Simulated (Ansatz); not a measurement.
# Ti under changes of volume

One of the cells (17.676 Å³/atom); the others are scaled copies at fixed shape and fractional positions:

```
CELL_PARAMETERS angstrom
-1.64100 1.64100 1.64100
1.64100 -1.64100 1.64100
1.64100 1.64100 -1.64100
ATOMIC_POSITIONS crystal
Ti 0.00000 0.00000 0.00000
```

This isn't the form of Ti at room conditions, which is hcp.

```yaml
Program: Ansatz 0.2.0
Functional: LDA
Potentials_or_basis: all-electron LAPW, scalar-relativistic
Cutoff: 227 eV (chosen from the basis error)
Basis_error_allowed: 0.001 eV/atom
k_mesh: 11 × 11 × 11
Occupations: fermi-dirac, width 0.05 eV
Spin: no spin polarisation
```

```tsv
volume (Å³/atom)	energy over the lowest point (meV/atom)	pressure (GPa)
16.616	0.00	-5.3
16.969	14.47	-7.4
17.323	33.31	-9.2
17.676	56.09	-10.9
18.030	82.41	-12.5
18.383	111.92	-13.9
18.737	?	?
```

**Question.** What does the run at 18.737 Å³/atom give?

**Answer.** Energy over the lowest point 144.29 meV/atom; pressure -15.1 GPa.

Worked out: A Birch-Murnaghan fit of order 3 (a polynomial in V^(-2/3)) to the other rows has no minimum within the range. It gives 144.39 meV/atom at 18.737 Å³/atom, against the run's 144.29, and -dE/dV = -15.3 GPa, against -15.1.

Energies are extrapolated to zero smearing.
